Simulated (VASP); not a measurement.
# PbS in VASP: further runs, part 2 of 2

VASP 6.6.1.

## 3. Single point, PBE+D3(BJ)

This run uses another cell than the first one, of 98.87 Å³/atom, 1.010 times its volume.

Input file INCAR:

```
SYSTEM = PbS
ALGO = Normal ; EDIFF = 1E-6
ENCUT = 520 ; GGA = PE
ISIF = 2 ; ISMEAR = 0
IVDW = 12 ; LASPH = .TRUE.
LCHARG = .FALSE. ; LREAL = .FALSE.
LWAVE = .FALSE. ; NBANDS = 28
NELM = 100 ; PREC = Accurate
SIGMA = 0.1
```

Input file KPOINTS:

```
k-points
0
G
  4 4 1
  0 0 0
```

Input file POSCAR:

```
PbS
1.0
    2.9828237909     -2.9853071100      0.0000000000
    2.9828237909      2.9853071100      0.0000000000
   -2.0983282922      0.0000000000     22.2066715542
Pb S
2 2
Direct
    0.7325607200      0.7221167300      0.9356984400
    0.2778832700      0.2674392800      0.0643015600
    0.2459456800      0.2157896700      0.9443729600
    0.7842103300      0.7540543200      0.0556270400
```

Potentials or basis: VASP PAW PBE potentials, release 64 (Pb_d, S).

Command:

```bash
$ cat potpaw_PBE.64/Pb_d/POTCAR potpaw_PBE.64/S/POTCAR > POTCAR
$ mpirun -np 1 vasp_std > vasp.out
```

OUTCAR:

```text
SYSTEM = PbS
   EDIFF = 1E-6
   ENCUT = 520
   GGA = PE
   ISIF = 2
   ISMEAR = 0
   IVDW = 12
   LASPH = .TRUE.
   LREAL = .FALSE.
   NELM = 100
   PREC = Accurate
 IVDW          = 12

 ion  position               nearest neighbor table
   1  0.733  0.722  0.936-   4 2.66   3 2.93   3 2.99   3 2.99   3 3.05   2 4.13   2 4.13   2 4.13
                             2 4.13
   2  0.278  0.267  0.064-   3 2.66   4 2.93   4 2.99   4 2.99   4 3.05   1 4.13   1 4.13   1 4.13
                             1 4.13
   3  0.246  0.216  0.944-   2 2.66   1 2.93   1 2.99   1 2.99   1 3.05
   4  0.784  0.754  0.056-   1 2.66   2 2.93   2 2.99   2 2.99   2 3.05

  LATTYP: Found a base centered monoclinic cell.
 ALAT       =     5.9656475818
 B/A-ratio  =     1.0008325397
 C/A-ratio  =     3.7390052639
 COS(beta)  =    -0.0940718675

  Lattice vectors:

 A1 = (   2.9828237909,  -2.9853071100,   0.0000000000)
 A2 = (   2.9828237909,   2.9853071100,   0.0000000000)
 A3 = (  -2.0983282922,   0.0000000000,  22.2066715542)

Analysis of symmetry for initial positions (statically):
=====================================================================
 Subroutine PRICEL returns:
 Original cell was already a primitive cell.

 Routine SETGRP: Setting up the symmetry group for a
 base centered monoclinic supercell.

 Subroutine GETGRP returns: Found  2 space group operations
 (whereof  2 operations were pure point group operations)
 out of a pool of  4 trial point group operations.

The static configuration has the point symmetry C_2 .

Analysis of symmetry for dynamics (positions and initial velocities):
=====================================================================
 Subroutine PRICEL returns:
 Original cell was already a primitive cell.

[... 108 lines left out ...]
   ISMEAR =     0;   SIGMA  =   0.10  broadening in eV -4-tet -1-fermi 0-gaus
   EFERMI_NEDOS =   21; number of points for ismear=-14 and -15
   IALGO  =     38    algorithm
   IMIX   =      4    mixing-type and parameters
     AMIX     =   0.40;   BMIX     =  1.00
     AMIX_MAG =   1.60;   BMIX_MAG =  1.00
  volume/ion in A,a.u.               =      98.87       667.22
  Fermi-wavevector in a.u.,A,eV,Ry     =   0.762755  1.441397  7.915795  0.581794
  Thomas-Fermi vector in A             =   1.862286
   LORBIT       =      0    0 simple, 1 ext, 2 COOP (PROOUT), +10 PAW based schemes
   GGA     = PE    functional components
   LHFCALC =     F    Hartree Fock is set to
   AEXX    =    0.0000 exact exchange contribution
   IVDW    =    12    specifies the selected vdW correction
   LEPSILON=     F    determine dielectric tensor
   LRPA    =     F    only Hartree local field effects (RPA)
 non-spin polarized calculation
 Gauss-broadening in eV      SIGMA  =   0.10
  energy-cutoff  :      520.00
  volume of cell :      395.49
 maximum number of plane-waves:     10682
   NGX = 15   NGY = 15   NGZ = 83

 number of electron      40.0000000 magnetization

 Free energy of the ion-electron system (eV)
  ---------------------------------------------------
  ext. energy  EPLUGINS =         0.00000000
  ---------------------------------------------------
  free energy    TOTEN  =       -17.30783067 eV

  energy without entropy =      -17.30783067  energy(sigma->0) =      -17.30783067

 E-fermi :  -1.7030     XC(G=0):  -3.0551

 val. band max:       -2.1784652922   @ k =   0.2500   0.2500   0.0000
 cond. band min:      -0.0242287968   @ k =   0.0000   0.0000   0.0000
 fundamental gap:      2.1542364954
 Fermi energy:        -1.7029770468

 k-point     1 :       0.0000    0.0000    0.0000
  band No.  band energies     occupation
      1     -18.2391      2.00000
      2     -18.1381      2.00000
      3     -18.1214      2.00000
      4     -18.1143      2.00000
      5     -18.0978      2.00000
      6     -18.0902      2.00000
[... 206 lines left out ...]
     27       4.6053      0.00000
     28       4.6078      0.00000

------------------------ aborting loop because EDIFF is reached ----------------------------------------

 Edisp (eV)   -0.90725

 E8    (eV) :    -0.4301

  FORCE on cell =-STRESS in cart. coord.  units (eV):
  Direction    XX          YY          ZZ          XY          YZ          ZX
  --------------------------------------------------------------------------------------
  -------------------------------------------------------------------------------------
  Total      -0.36489    -0.34557     0.15612     0.00000     0.00000     0.01335
  in kB      -1.47822    -1.39997     0.63246     0.00000     0.00000     0.05409
  external pressure =       -0.75 kB  Pullay stress =        0.00 kB

 VOLUME and BASIS-vectors are now :
 -----------------------------------------------------------------------------
  energy-cutoff  :      520.00
  volume of cell :      395.49
      direct lattice vectors                 reciprocal lattice vectors
     2.982823791 -2.985307110  0.000000000     0.167626395 -0.167486956  0.015839168
     2.982823791  2.985307110  0.000000000     0.167626395  0.167486956  0.015839168
    -2.098328292  0.000000000 22.206671554     0.000000000  0.000000000  0.045031512

 POSITION                                       TOTAL-FORCE (eV/Angst)
 -----------------------------------------------------------------------------------
      2.37564     -0.03118     20.77875         0.001562     -0.011232     -0.035706
      1.49168     -0.03118      1.42792        -0.001562     -0.011232      0.035706
     -0.60433     -0.09002     20.97138        -0.006886      0.011232     -0.042010
      4.47165     -0.09002      1.23529         0.006886      0.011232      0.042010
 -----------------------------------------------------------------------------------
    total drift:                                0.000000      0.000286     -0.000000

  FREE ENERGIE OF THE ION-ELECTRON SYSTEM (eV)
  ---------------------------------------------------
  free  energy   TOTEN  =       -18.2150798926 eV

  energy  without entropy=      -18.2150798926  energy(sigma->0) =      -18.21507989
```

stdout:

```text
POSCAR found type information on POSCAR PbS
 POSCAR found :  2 types and       4 ions
 scaLAPACK will be used
 LDA part: xc-table for (Slater+PW92), standard interpolation
 POSCAR, INCAR and KPOINTS ok, starting setup
 FFT: planning ... GRIDC
 FFT: planning ... GRID_SOFT
 FFT: planning ... GRID
 WAVECAR not read
 entering main loop
```

Run time: 48 s. Hardware: 1 thread of Intel Xeon 6975P-C (Granite Rapids), shared host; peak memory 0.44 GiB.

Results:

* Free energy: -18.2151 eV
* Largest force: 0.044 eV/Å
* Band gap on the k mesh: 2.15 eV, indirect (least direct gap 2.17 eV)
* Dispersion energy per atom: -0.227 eV

Forces in eV/Å, atoms in the order of the input:
```
Pb   0.002 -0.011 -0.036
Pb  -0.002 -0.011  0.036
S   -0.007  0.011 -0.042
S    0.007  0.011  0.042
```

Caveat: spin-orbit coupling is left out, which as a rule narrows the gap of such compounds by several tenths of an eV.

## 4. Single point, PBE+D3(BJ) (cell and atoms relaxed tightly for response)

Input file INCAR:

```
PREC = Accurate ; ENCUT = 520
EDIFF = 1E-7 ; ISMEAR = 0
SIGMA = 0.01 ; LREAL = F
LASPH = T ; NELM = 100
ALGO = Fast ; ISIF = 2
LWAVE = F ; LCHARG = F
GGA = PE ; IVDW = 12
NBANDS = 28
```

Input file KPOINTS:

```
regular mesh
0
Gamma
  8 8 2
```

Input file POSCAR:

```
PbS
1.0
    2.9730077110     -2.9730099460     -0.0000061847
    2.9730077110      2.9730099460     -0.0000061847
   -2.0914689714      0.0000000000     22.1652860517
Pb S
2 2
Direct
    0.7374771058      0.7172868692      0.9356656219
    0.2827131308      0.2625228942      0.0643343781
    0.2402384221      0.2198286588      0.9432437320
    0.7801713412      0.7597615779      0.0567562680
```

Command:

```bash
$ cat potpaw_PBE.64/Pb_d/POTCAR potpaw_PBE.64/S/POTCAR > POTCAR
$ mpirun -np 1 vasp_std > vasp.out
```

It took 5.4 min on 1 thread of Intel Xeon 6975P-C (Granite Rapids), shared host; peak memory 0.69 GiB.

It converged, with:

| Property | Result |
| --- | --- |
| Free energy | -18.2051 eV |
| Largest force | 0.007 eV/Å |
| Band gap on the k mesh | 1.86 eV, direct |
| Dispersion energy per atom | -0.228 eV |

Forces on the atoms (eV/Å):
```
Pb   0.000  0.000  0.007
Pb   0.000  0.000 -0.007
S    0.000  0.000 -0.002
S    0.000  0.000  0.002
```

Levels at points of the mesh, in eV from the valence-band top:
| k point | band 17 | band 18 | band 19 | band 20 | band 21 | band 22 | band 23 | band 24 |
| --- | --- | --- | --- | --- | --- | --- | --- | --- |
| (0.00, 0.00, 0.00) | -2.55 | -1.47 | -1.47 | -0.28 | 1.91 | 3.85 | 4.67 | 4.71 |
| (0.50, 0.00, 0.00) | -1.09 | -1.09 | -0.18 | -0.18 | 1.95 | 1.95 | 3.00 | 3.00 |
| (0.50, 0.50, 0.00) | -2.84 | -2.84 | -1.48 | -1.48 | 4.07 | 4.07 | 5.14 | 5.14 |
| (0.00, 0.00, 0.50) | -2.55 | -1.47 | -1.47 | -0.28 | 1.91 | 3.86 | 4.45 | 4.89 |
| (0.50, 0.00, 0.50) | -1.09 | -1.09 | -0.18 | -0.18 | 1.95 | 1.95 | 3.00 | 3.00 |
| (0.50, 0.50, 0.50) | -2.84 | -2.84 | -1.48 | -1.48 | 4.07 | 4.07 | 5.14 | 5.14 |

Caveat: spin-orbit coupling is left out, which as a rule narrows the gap of such compounds by several tenths of an eV.

## 5. Summary

| cell | k mesh | smearing | gap on the mesh (eV) | largest force (eV/Å) |
| --- | --- | --- | --- | --- |
| C2, 97.93 Å³/atom | 6 × 6 × 2 | gaussian 0.02 eV | 2.06 | 0.01 |
| C2, 98.87 Å³/atom | 4 × 4 × 1 | gaussian 0.1 eV | 2.15 | 0.04 |
| cell and atoms relaxed tightly for response | 8 × 8 × 2 | gaussian 0.01 eV | 1.86 | 0.01 |

Alike in all rows: task single point; level PBE+D3(BJ); potentials or basis VASP PAW PBE potentials, release 64 (Pb_d, S); no spin polarisation; cutoff (eV) 520.

Caveats: spin-orbit coupling is left out, which as a rule narrows the gap of such compounds by several tenths of an eV.

Absolute energies hang on the potentials; compare differences alone.
